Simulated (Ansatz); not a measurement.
Input and command of a calculation in Ansatz (plane waves; scalar-relativistic PAW potentials unless the input names others):

```yaml
crystal:
  lattice:
    - [4.9223017899, 0.0, 0.0]
    - [0.0, 5.0466765895, 0.0]
    - [0.0, 0.0, 3.4126316228]
  atoms:
    - { symbol: Pb, position: [0.0, 0.0, 0.0] }
    - { symbol: Pb, position: [0.5, 0.5, 0.5] }
    - { symbol: O, position: [0.2902238795, 0.3243990437, 0.0] }
    - { symbol: O, position: [0.2097761205, 0.8243990437, 0.5] }
    - { symbol: O, position: [0.7097761205, 0.6756009563, 0.0] }
    - { symbol: O, position: [0.7902238795, 0.1756009563, 0.5] }
basis:
  ecutwfc: 420
kpoints:
  mp_grid: { grid: [3, 3, 3] }
hamiltonian:
  xc: pbesol
scf:
  occupations: { method: cold, width: 0.005 }
output:
  forces: true
  eigenvalues: true
  stress: true
```

```bash
ansatz run input.yaml --threads 1 --pin off --max-ram 2560MiB --backend cpu --events-out ev --progress --plain --runs-dir out
```

Abridged log:
```
Basis set: ecut = 420 eV, 1655 PW (Γ), exchange–correlation on 72×72×48 points (8 copies of the dense FFT grid, shifted against one another)
Bands: 32, of which v1, the nominal top of the filled ones, is band 26 counted from 1 (25 counted from 0)
Symmetry: 8 space group operations
k-points: 8 of 27
SCF iter   1: F=—  HF=-25748.316848 eV  |F-HF|=—  |Δ(HF+E_count)|=         —  Δρ=1.73e-2  dr2=2.18e-1  ethr=1.77e-3  ⟨swp⟩=7.1  Hψ=1238  notcnv=0
SCF iter   2: F=—  HF=-25748.259452 eV  |F-HF|=—  |Δ(HF+E_count)|=   5.74e-2  S|Δr|=    0.00e0  Δρ=3.57e-3  dr2=5.26e-3  ethr=4.19e-4  ⟨swp⟩=2.9  Hψ=449  notcnv=0  defer=13
SCF iter   3: F=—  HF=-25748.258752 eV  |F-HF|=—  |Δ(HF+E_count)|=   7.00e-4  S|Δr|=    0.00e0  Δρ=1.55e-3  dr2=1.59e-3  ethr=1.01e-5  ⟨swp⟩=4.0  Hψ=574  notcnv=0  defer=5
automatic band count: iteration 3 solves 31 bands in place of 32: the levels show a gap, and the empty bands left out lie too high to hold charge; the band table lists the bands solved (type scf.n_extra_bands for more)
SCF iter   4: F=—  HF=-25748.259009 eV  |F-HF|=—  |Δ(HF+E_count)|=   2.57e-4  S|Δr|=    0.00e0  Δρ=4.62e-4  dr2=1.70e-4  ethr=3.06e-6  ⟨swp⟩=3.1  Hψ=475  notcnv=0  defer=5
SCF iter   5: F=—  HF=-25748.259103 eV  |F-HF|=—  |Δ(HF+E_count)|=   9.36e-5  S|Δr|=    0.00e0  Δρ=6.31e-5  dr2=5.27e-6  ethr=3.28e-7  ⟨swp⟩=3.0  Hψ=486  notcnv=0  defer=5
SCF iter   6: F=—  HF=-25748.259086 eV  |F-HF|=—  |Δ(HF+E_count)|=   1.68e-5  S|Δr|=    0.00e0  Δρ=1.29e-5  dr2=1.91e-7  ethr=1.01e-8  ⟨swp⟩=2.1  Hψ=419  notcnv=0  defer=5
SCF iter   7: F=-25748.259086 eV  HF=-25748.259086 eV  |F-HF|=3.59e-9  |Δ(HF+E_count)|=   1.38e-7  S|Δr|=    0.00e0  Δρ=3.13e-6  dr2=8.05e-9  ethr=1.92e-10  ⟨swp⟩=9.8  Hψ=1212  notcnv=0
SCF 1 converged in 7 iterations: F = -25748.259086 eV  dr2 = 8.05e-9
SCF converged after 7 iterations
Stability not checked: this state was not tested for a lower state beside it, because cold or Methfessel-Paxton smearing, or corrected tetrahedra, fill the levels in a way that the test cannot read (fill_not_monotonic; see scf.lower_state_search)
Free energy (F): -25748.259086 eV
Harris-Foulkes:  -25748.259086 eV  (|F-HF|=3.59e-9)
Internal energy: -25748.259086 eV  (E = F + TS)
E sigma→0 (E₀):  -25748.259086 eV
Fermi energy:    7.761333 eV
Step filling:    the computed levels leave a gap of 0.2600 eV = 52.0 smearing widths at the electron count; against every level under it full and every level over it empty, smearing changes F+E_penalty+E_count by -7.06e-300 meV and its σ→0 estimate by -2.00e-295 meV
--- Forces (eV/Å), atoms counted from 1 ---
  atom   1  Pb     0.00000000     0.00000000     0.00000000
  atom   2  Pb     0.00000000     0.00000000     0.00000000
  atom   3  O     -0.00953184    -0.04423778     0.00000000
  atom   4  O      0.00953184    -0.04423778     0.00000000
  atom   5  O      0.00953184     0.04423778     0.00000000
  atom   6  O     -0.00953184     0.04423778     0.00000000
--- Stress (GPa, compression-positive) ---
        0.700784       0.000000       0.000000
        0.000000      -0.071815       0.000000
        0.000000       0.000000       1.354817
  P = ⅓ Tr σ = 0.6613 GPa (6.613 kbar)
```

Apart from outputs, empty bands and the relaxation, which only the reference makes, the input differs from a reference run on usual settings in scf.occupations.method: "gaussian" → "cold"; scf.occupations.width: 0.1 → 0.005; kpoints.mp_grid.grid: [8, 8, 10] → [3, 3, 3]. The reference, at the same geometry, ended its own course with pressure 0.19 GPa, largest force 0.000 eV/Å, gap on the mesh 0.17 eV. This run converged in 7 SCF iterations with an energy at zero smearing 2.39 meV/atom above the reference's, pressure 0.66 GPa, largest force 0.045 eV/Å, gap on the mesh 0.26 eV. Its k mesh is looser than usual, and the result moved.

The run took 2 s on 1 thread of Arm Neoverse V1 (shared host), peak memory 0.31 GiB.